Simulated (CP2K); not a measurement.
# Y (P6_3/mmc) in CP2K: reference runs

Aim: a first look at Y with PBEsol, on the cell as given and on a disturbed one.

Program: CP2K 2026.2. These are calculated values, not measurements. Logs are shortened: lines on timing, memory, paths and dates and some standing lists are left out, and cuts for length are marked.

### Step 1. The structure

Symmetry: P6_3/mmc, No. 194, hexagonal system. The conventional cell has a = 3.643 Å, b = 3.643 Å, c = 11.844 Å, α = 90.00°, β = 90.00°, γ = 120.00°. Around Y (site symmetry -6m2) lie 12 Y at 3.63 to 3.64 Å. Y (site symmetry -3m) has 12 Y at 3.63 to 3.64 Å as nearest neighbours.

### Step 2. Single point, PBEsol

y_scf.inp reads:

```
&GLOBAL
  PROJECT y_scf
  RUN_TYPE ENERGY_FORCE
  PRINT_LEVEL LOW
&END GLOBAL
&FORCE_EVAL
  METHOD QS
  STRESS_TENSOR ANALYTICAL
  &DFT
    BASIS_SET_FILE_NAME BASIS_MOLOPT_UZH
    POTENTIAL_FILE_NAME POTENTIAL_UZH
    &MGRID
      CUTOFF 450
      REL_CUTOFF 60
      NGRIDS 4
    &END MGRID
    &QS
      METHOD GPW
      EPS_DEFAULT 1.0E-10
    &END QS
    &KPOINTS
      SCHEME MONKHORST-PACK 8 8 3
      GAMMA_CENTERED T
      SYMMETRY T
      SYMMETRY_BACKEND SPGLIB
    &END KPOINTS
    &SCF
      SCF_GUESS ATOMIC
      EPS_SCF 1.0E-6
      MAX_SCF 100
      ADDED_MOS 26
      CHOLESKY OFF
      EPS_EIGVAL 1.0E-7
      &DIAGONALIZATION ON
        ALGORITHM STANDARD
      &END DIAGONALIZATION
      &MIXING ON
        METHOD BROYDEN_MIXING
        ALPHA 0.4
        BETA 1.5
        NBUFFER 8
      &END MIXING
      &SMEAR ON
        METHOD FERMI_DIRAC
        ELECTRONIC_TEMPERATURE [K] 580.226
      &END SMEAR
    &END SCF
    &XC
      &XC_FUNCTIONAL
        &GGA_X_PBE_SOL
        &END GGA_X_PBE_SOL
        &GGA_C_PBE_SOL
        &END GGA_C_PBE_SOL
      &END XC_FUNCTIONAL
    &END XC
    &PRINT
      &KPOINTS ON
      &END KPOINTS
      &MULLIKEN ON
      &END MULLIKEN
      &MO ON
        ENERGIES T
        OCCUPATION_NUMBERS T
        &EACH
          QS_SCF 0
        &END EACH
        ADD_LAST NUMERIC
      &END MO
      &LOWDIN ON
      &END LOWDIN
      &HIRSHFELD ON
        SHAPE_FUNCTION DENSITY
      &END HIRSHFELD
    &END PRINT
  &END DFT
  &SUBSYS
    &CELL
      A 3.6425441402 0.0000000000 0.0000000000
      B -1.8212720701 3.1545357598 0.0000000000
      C 0.0000000000 0.0000000000 11.8441303500
      PERIODIC XYZ
    &END CELL
    &COORD
      SCALED
      Y   0.6666666667 0.3333333333 0.7500000000
      Y   0.0000000000 0.0000000000 0.5000000000
      Y   0.3333333333 0.6666666667 0.2500000000
      Y   0.0000000000 0.0000000000 0.0000000000
    &END COORD
    &KIND Y
      BASIS_SET TZVP-MOLOPT-PBE-GTH-q11
      POTENTIAL GTH-PBE-q11
    &END KIND
    &PRINT
      &ATOMIC_COORDINATES ON
      &END ATOMIC_COORDINATES
      &CELL ON
      &END CELL
    &END PRINT
  &END SUBSYS
  &PRINT
    &FORCES ON
    &END FORCES
    &STRESS_TENSOR ON
    &END STRESS_TENSOR
  &END PRINT
&END FORCE_EVAL
```

Potentials or basis: POTENTIAL_UZH Y GTH-PBE-q11; TZVP-MOLOPT-PBE-GTH basis.

Run with:

```console
OMP_NUM_THREADS=1 mpirun -n 3 cp2k.psmp -i y_scf.inp -o y_scf.out
```

y_scf.out:

```text

 CP2K| version string:                                       CP2K version 2026.2
 CP2K| Input file name                                                 y_scf.inp

 GLOBAL| Force Environment number                                              1
 GLOBAL| Basis set file name                                    BASIS_MOLOPT_UZH
 GLOBAL| Potential file name                                       POTENTIAL_UZH
 GLOBAL| MM Potential file name                                     MM_POTENTIAL
 GLOBAL| Coordinate file name                                      __STD_INPUT__
 GLOBAL| Method name                                                        CP2K
 GLOBAL| Project name                                                      y_scf
 GLOBAL| Run type                                                   ENERGY_FORCE
 GLOBAL| FFT library                                                       FFTW3
 GLOBAL| Diagonalization library                                       ScaLAPACK
 GLOBAL| Cholesky decomposition library                                ScaLAPACK
 GLOBAL| DGEMM library                                                      BLAS
 GLOBAL| Direct generalized diagonalization requested                          F
 GLOBAL| Matrix multiplication library                                 ScaLAPACK
 GLOBAL| Global print level                                                  LOW
 GLOBAL| Total number of message passing processes                             3
 GLOBAL| Number of threads for this process                                    1
 GLOBAL| CPU model name                                                  UNKNOWN

 CELL| Volume [angstrom^3]:                                           136.095403
 CELL| Vector a [angstrom]:       3.643     0.000     0.000   |a| =     3.642544
 CELL| Vector b [angstrom]:      -1.821     3.155     0.000   |b| =     3.642544
 CELL| Vector c [angstrom]:       0.000     0.000    11.844   |c| =    11.844130
 CELL| Angle (b,c), alpha [degree]:                                    90.000000
 CELL| Angle (a,c), beta  [degree]:                                    90.000000
 CELL| Angle (a,b), gamma [degree]:                                   120.000000
 CELL| Numerically orthorhombic:                                              NO
 CELL| Periodicity                                                           XYZ

 CELL_REF| Volume [angstrom^3]:                                       136.095403
 CELL_REF| Vector a [angstrom     3.643     0.000     0.000   |a| =     3.642544
 CELL_REF| Vector b [angstrom    -1.821     3.155     0.000   |b| =     3.642544
 CELL_REF| Vector c [angstrom     0.000     0.000    11.844   |c| =    11.844130
 CELL_REF| Angle (b,c), alpha [degree]:                                90.000000
 CELL_REF| Angle (a,c), beta  [degree]:                                90.000000
 CELL_REF| Angle (a,b), gamma [degree]:                               120.000000
 CELL_REF| Numerically orthorhombic:                                          NO
 CELL_REF| Periodicity                                                       XYZ
[... 9 lines left out ...]
 TOTAL NUMBERS AND MAXIMUM NUMBERS

  Total number of            - Atomic kinds:                                   1
                             - Atoms:                                          4
                             - Shell sets:                                     4
                             - Shells:                                        44
                             - Primitive Cartesian functions:                 28
                             - Cartesian basis functions:                    164
                             - Spherical basis functions:                    140

  Maximum angular momentum of- Orbital basis functions:                        3
                             - Local part of the GTH pseudopotential:          4
                             - Non-local part of the GTH pseudopotential:      4

 MODULE QUICKSTEP: ATOMIC COORDINATES IN ANGSTROM

   Atom Kind Element         X             Y             Z       Z(eff)     Mass
      1    1 Y    39      1.821272      1.051512      8.883098  11.0000  88.9059
      2    1 Y    39      0.000000      0.000000      5.922065  11.0000  88.9059
      3    1 Y    39     -0.000000      2.103024      2.961033  11.0000  88.9059
      4    1 Y    39      0.000000      0.000000      0.000000  11.0000  88.9059

 SCF PARAMETERS         Density guess:                                    ATOMIC
[... 9 lines left out ...]
                        --------------------------------------------------------
                        level_shift [a.u.]:                             0.000000
                        added MOs                                        26    0
                        --------------------------------------------------------
                        Mixing method:                            BROYDEN_MIXING
[... 11 lines left out ...]
 *******************************************************************************
 BRILLOUIN| K-point scheme                                        Monkhorst-Pack
 BRILLOUIN| K-Point grid                                             8    8    3
 BRILLOUIN| Gamma-centered k-point mesh                                     ON
 BRILLOUIN| K-point symmetry accuracy                               0.100000E-05
[... 28 lines left out ...]
 Extrapolation method: initial_guess

 Number of electrons:                                                         44
 Number of occupied orbitals:                                                 22
 Number of molecular orbitals:                                                48

 Number of orbital functions:                                                140
 Number of independent orbital functions:                                    140

 SCF WAVEFUNCTION OPTIMIZATION

  Step     Update method      Time    Convergence         Total energy    Change
  ------------------------------------------------------------------------------
     1 NoMix/Diag. 0.40E+00    2.9     1.09369302      -153.2475056959 -1.53E+02
     2 Broy./Diag. 0.40E+00    3.2     0.00504939      -153.5071486124 -2.60E-01
     3 Broy./Diag. 0.40E+00    3.2     0.01531288      -152.8483940790  6.59E-01
     4 Broy./Diag. 0.40E+00    3.2     0.00190644      -152.4269633084  4.21E-01
     5 Broy./Diag. 0.40E+00    3.2     0.00105438      -152.4511074468 -2.41E-02
     6 Broy./Diag. 0.40E+00    3.2     0.00043901      -152.4591194394 -8.01E-03
     7 Broy./Diag. 0.40E+00    3.2     0.00026250      -152.4671320410 -8.01E-03
     8 Broy./Diag. 0.40E+00    3.2     0.00005818      -152.4676176979 -4.86E-04
     9 Broy./Diag. 0.40E+00    3.2     0.00002246      -152.4667972596  8.20E-04
    10 Broy./Diag. 0.40E+00    3.2     0.00000852      -152.4665840099  2.13E-04
    11 Broy./Diag. 0.40E+00    3.2     0.00000120      -152.4665448112  3.92E-05
    12 Broy./Diag. 0.40E+00    3.2     0.00000128      -152.4665515669 -6.76E-06
    13 Broy./Diag. 0.40E+00    3.2     0.00000040      -152.4665518231 -2.56E-07

  *** SCF run converged in    13 steps ***

  Electronic density on regular grids:        -43.9999999999        0.0000000001
  Core density on regular grids:               43.9999999963       -0.0000000037
  Total charge density on r-space grids:       -0.0000000036
  Total charge density g-space grids:          -0.0000000036

  Overlap energy of the core charge distribution:               0.00000000000000
  Self energy of the core charge distribution:               -287.31121319229942
  Core Hamiltonian energy:                                     63.45883303373736
  Hartree energy:                                              91.24099530620630
  Exchange-correlation energy:                                -19.85298706127009
  Electronic entropic energy:                                  -0.00217991078351
  Fermi energy:                                                 0.26854988592142

  Total energy:                                              -152.46655182310536
  Total energy (extrapolated to T->0):                       -152.46546186771360

 MO| EIGENVALUES AND OCCUPATION NUMBERS FOR K POINT 1
 MO|
 MO|  Index      Eigenvalue [a.u.]        Eigenvalue [eV]             Occupation
 MO|      1              -1.290288             -35.110512               2.000000
 MO|      2              -1.290270             -35.110023               2.000000
 MO|      3              -1.289698             -35.094466               2.000000
 MO|      4              -1.289680             -35.093976               2.000000
 MO|      5              -0.566029             -15.402435               2.000000
 MO|      6              -0.565827             -15.396925               2.000000
[... 742 lines left out ...]
 MO|     47               0.709079              19.295021               0.000000
 MO|     48               0.729400              19.847980               0.000000
 MO| Sum:                                                              41.709005
 MO| E(Fermi):            0.268550 a.u.          7.307614 eV

 [... the levels of further k-points ...]

 !-----------------------------------------------------------------------------!
                     Mulliken Population Analysis

 #  Atom  Element  Kind  Atomic population                           Net charge
       1     Y        1         11.016396                             -0.016396
       2     Y        1         10.983604                              0.016396
       3     Y        1         11.016396                             -0.016396
       4     Y        1         10.983604                              0.016396
 # Total charge                             44.000000                  0.000000

 !-----------------------------------------------------------------------------!

 !-----------------------------------------------------------------------------!
                           Hirshfeld Charges

  #Atom  Element  Kind  Ref Charge     Population                    Net charge
      1       Y      1      11.000         10.998                         0.002
      2       Y      1      11.000         11.002                        -0.002
      3       Y      1      11.000         10.998                         0.002
      4       Y      1      11.000         11.002                        -0.002

  Total Charge                                                           -0.000
 !-----------------------------------------------------------------------------!

 LOWDIN POPULATION ANALYSIS

 #  Atom  Element  Kind  Atomic population                           Net charge
       1     Y        1         10.992412                              0.007588
       2     Y        1         10.999164                              0.000836
       3     Y        1         10.992411                              0.007589
       4     Y        1         11.016013                             -0.016013
 # Total charge                             44.000000                 -0.000000

 ENERGY| Total FORCE_EVAL ( QS ) energy [hartree]           -152.466551656224738

 FORCES| Atomic forces [hartree/bohr]
 FORCES|   Atom     x               y               z               |f|
 FORCES|      1 -5.64678327E-09  2.40360940E-09  9.23009251E-10   6.20608133E-09
 FORCES|      2  1.17596512E-10  1.98293748E-10  1.52627113E-09   1.54358443E-09
 FORCES|      3  5.73923310E-09 -1.88416100E-09  6.80338588E-10   6.07879263E-09
 FORCES|      4  2.68183147E-11 -3.15606721E-10 -5.15823041E-09   5.16794618E-09
 FORCES| Sum     2.36864657E-10  4.02135419E-10 -2.02861144E-09
 FORCES| Total atomic force                                       2.08160566E-09

 STRESS| Analytical stress tensor [bar]
 STRESS|                        x                   y                   z
 STRESS|      x       -3.22599003570E+04  -8.49054254462E-02   2.66339772930E-05
 STRESS|      y       -8.49054254462E-02  -3.22599846385E+04   7.44142052500E-04
 STRESS|      z        2.66339772930E-05   7.44142052500E-04  -3.73713508354E+04
 STRESS| 1/3 Trace                                            -3.39637452770E+04
 STRESS| Determinant                                          -3.88925101871E+13

 STRESS| Eigenvectors and eigenvalues of the analytical stress tensor [bar]
 STRESS|                        1                   2                   3
 STRESS| Eigenvalues  -3.73713508354E+04  -3.22600372858E+04  -3.22598477097E+04
 STRESS|      x          -0.000000005213      0.526982482731      0.849876145620
 STRESS|      y          -0.000000145586      0.849876145620     -0.526982482731
 STRESS|      z           1.000000000000      0.000000126477     -0.000000072291
```

It took 53 s on 3 MPI ranks of Arm Neoverse V2, shared host.

Results:

```
Free energy            : -4148.8259 eV
Pressure               : -3.4 GPa
Band gap on the k mesh : none (metal or under the smearing width)
```

Stress tensor (GPa, compression positive):
```
-3.23  0.00  0.00
 0.00 -3.23  0.00
 0.00  0.00 -3.74
```

Caveat: the potentials were made for another functional, which shifts forces and pressure; the basis of atomic orbitals isn't converged, which shifts pressures, moduli and gaps.

### Step 3. Single point, PBEsol (atoms moved at random, drawn with an rms of 0.05 Å)

y_scf.inp: that of step 2 with these lines changed.

```diff
@@ -14,3 +14,3 @@
       REL_CUTOFF 60
-      NGRIDS 4
+      NGRIDS 5
     &END MGRID
@@ -83,7 +83,6 @@
     &COORD
-      SCALED
-      Y   0.6666666667 0.3333333333 0.7500000000
-      Y   0.0000000000 0.0000000000 0.5000000000
-      Y   0.3333333333 0.6666666667 0.2500000000
-      Y   0.0000000000 0.0000000000 0.0000000000
+      Y   1.8618281566 1.0513562962 8.9002717515
+      Y   0.0141585691 -0.0335327151 5.9764178892
+      Y   0.0188355957 2.1204158470 2.9933789075
+      Y   0.0103029361 -0.0238451358 -0.0110031971
     &END COORD
@@ -98,2 +97,4 @@
       &END CELL
+      &SYMMETRY ON
+      &END SYMMETRY
     &END PRINT
```

Potentials or basis: POTENTIAL_UZH Y GTH-PBE-q11; TZVP-MOLOPT-PBE-GTH basis.

Run with:

```console
OMP_NUM_THREADS=1 mpirun -n 3 cp2k.psmp -i y_scf.inp -o y_scf.out
```

Run time: 71 s. Hardware: 3 MPI ranks of Arm Neoverse V2, shared host.

The run converged. Its results:

```yaml
Free_energy: -4148.8207 eV
Pressure: -3.4 GPa
Largest_force: 0.103 eV/Å
Band_gap_on_the_k_mesh: none (metal or under the smearing width)
```

Forces on the atoms (eV/Å):
```
Y   -0.030 -0.031  0.016
Y    0.017  0.042 -0.085
Y   -0.007 -0.044 -0.028
Y    0.020  0.033  0.096
```

Stress tensor (GPa, compression positive):
```
-3.21 -0.03  0.00
-0.03 -3.23  0.00
 0.00  0.00 -3.72
```

Levels at points of the mesh, in eV from the Fermi level:
| k point | band 18 | band 19 | band 20 | band 21 | band 22 | band 23 | band 24 | band 25 | band 26 | band 27 |
| --- | --- | --- | --- | --- | --- | --- | --- | --- | --- | --- |
| (0.00, 0.00, 0.00) | -3.33 | -3.32 | -1.92 | 0.56 | 0.74 | 0.81 | 1.62 | 1.62 | 1.68 | 1.68 |
| (0.00, 0.50, 0.00) | -1.72 | -1.28 | -1.19 | -0.52 | -0.47 | -0.29 | 0.36 | 0.77 | 1.31 | 1.59 |
| (0.50, 0.00, 0.00) | -1.72 | -1.28 | -1.20 | -0.52 | -0.46 | -0.30 | 0.36 | 0.76 | 1.29 | 1.59 |
| (0.50, 0.50, 0.00) | -1.73 | -1.28 | -1.20 | -0.51 | -0.44 | -0.29 | 0.36 | 0.74 | 1.29 | 1.60 |

Caveat: the potentials were made for another functional, which shifts forces and pressure; the basis of atomic orbitals isn't converged, which shifts pressures, moduli and gaps.
